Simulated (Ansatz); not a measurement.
# Se under changes of volume

One of the cells (27.261 Å³/atom); the others are scaled copies at fixed shape and fractional positions:

```
Se
1.0
     4.36620    0.00000    0.00000
    -2.18310    3.78124    0.00000
     0.00000    0.00000    4.95360
Se
3
Direct
  0.77460 0.77460 0.00000
  0.00000 0.22540 0.66667
  0.22540 0.00000 0.33333
```

| Item | Value |
| --- | --- |
| Program | Ansatz 0.2.0 |
| Functional | revPBE |
| Potentials or basis | Ansatz PAW |
| Cutoff | 420 eV (not typed: the program's choice for these potentials) |
| k mesh | 7 × 7 × 6 |
| Occupations | fermi-dirac, width 0.05 eV |
| Spin | no spin polarisation |

```csv
volume (Å³/atom),energy over the lowest point (meV/atom),pressure (GPa),gap on the mesh (eV),largest force (eV/Å)
25.625,?,?,?,?
26.170,60.53,6.8,1.23,0.845
26.716,39.80,5.4,1.25,0.611
27.261,23.83,4.0,1.26,0.392
27.806,12.14,2.8,1.24,0.189
28.351,4.32,1.8,1.22,0.000
28.896,0.00,0.8,1.20,0.177
```

**Question.** What does the run at 25.625 Å³/atom give?

**Answer.** Energy over the lowest point 86.53 meV/atom; pressure 8.5 GPa; gap on the mesh 1.21 eV; largest force 1.097 eV/Å.

Worked out: A Birch-Murnaghan fit of order 3 (a polynomial in V^(-2/3)) to the other rows has its minimum at 29.38 Å³/atom, just outside them, with B0 = V·E''(V) = 46 GPa and B' = 4.3 at fixed shape and positions, which overstates the stiffness. It gives 86.46 meV/atom at 25.625 Å³/atom, against the run's 86.53, and -dE/dV = 8.4 GPa, against 8.5. A parabola through the other rows of the gap, of slope 1.73 eV per unit of ln V there, extrapolates to 1.20 eV, against the run's 1.21.

Energies are extrapolated to zero smearing.

Caveats: odd divisions of the mesh miss points on the zone boundary, where band edges often lie, so the gap on the mesh can be too wide; the PAW data sets come from PBE, with cores solved anew for the run's functional, which leaves a small shift of forces and pressure; forces of over 1 eV/Å show positions far from the minimum, so gaps and moduli don't describe the material at rest (some runs).

A mesh can miss the band edges. Spin-orbit coupling on Se is left out.
